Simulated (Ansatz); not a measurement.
Bulk crystal (Mo) after relaxation:

```
Mo
1.0
    -1.58022    1.58022    1.58022
     1.58022   -1.58022    1.58022
     1.58022    1.58022   -1.58022
Mo
1
Direct
  0.00000 0.00000 0.00000
```

Miller indices refer to the conventional cell of Im-3m (No. 229), a = 3.160 Å, b = 3.160 Å, c = 3.160 Å, α = 90.00°, β = 90.00°, γ = 90.00°.

Consider the (110) slab of 5 planes, 8.9 Å thick with 15 Å of vacuum as cut; outer planes Mo (top) and Mo (bottom), all atoms relaxed.

The calculation used DFT PBE, scalar-relativistic, plane waves, PAW (Ansatz). Cutoff 420 eV; k points 13×13×1 on the computed 5-atom cell (Γ-centred); Gaussian smearing, width 0.10 eV; no spin polarisation. A dipole correction removes the field between periodic images along c.

Problem. Predict the surface energy (mean of both faces).

Solution. 2.85 J/m².

Problem. Predict the work function.

Solution. 4.49 eV.

Problem. The top two planes lie 2.235 Å apart in the bulk. How does relaxation change this?

Solution. The spacing becomes 2.125 Å (-4.9 %).